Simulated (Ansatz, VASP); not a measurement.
Two plane-wave programs on HgTe

```
Hg Te
1.0
     0.00000    3.04732    3.04732
     3.04732    0.00000    3.04732
     3.04732    3.04732    0.00000
Hg Te
1 1
Direct
  0.00000 0.00000 0.00000
  0.50000 0.50000 0.50000
```

Alike in both runs: functional r2SCAN; k mesh 9 × 9 × 9; occupations fermi-dirac, width 0.1 eV; no spin polarisation.

Ansatz relaxed the structure, and its values are those at the end. VASP's run is a single point on that final structure, the one shown.

|  | VASP | Ansatz |
| --- | --- | --- |
| version | VASP 6.6.1 | Ansatz 0.2.0 |
| potentials or method | VASP PAW PBE potentials, release 64 (Hg, Te) | PAW plane waves |
| plane-wave cutoff (eV) | 520 | 500 |
| valence electrons in the cell | 18 | 36 |

```tsv
	VASP	Ansatz	Ansatz less VASP
gap on the k mesh at the Fermi level (eV)	none	none	-
pressure (GPa)	0.1	0.0	-0.14
```

A gap of «none» marks a metal or a gap that the smearing closes. With one functional, cell and mesh, what is left measures potentials, basis and numerics. The two sets of potentials don't hold the same shells in valence.

Caveats: the PAW data sets were made with another functional, which shifts forces and pressure a little (VASP). The runs have no spin-orbit coupling, so splittings on Hg, Te are missing.
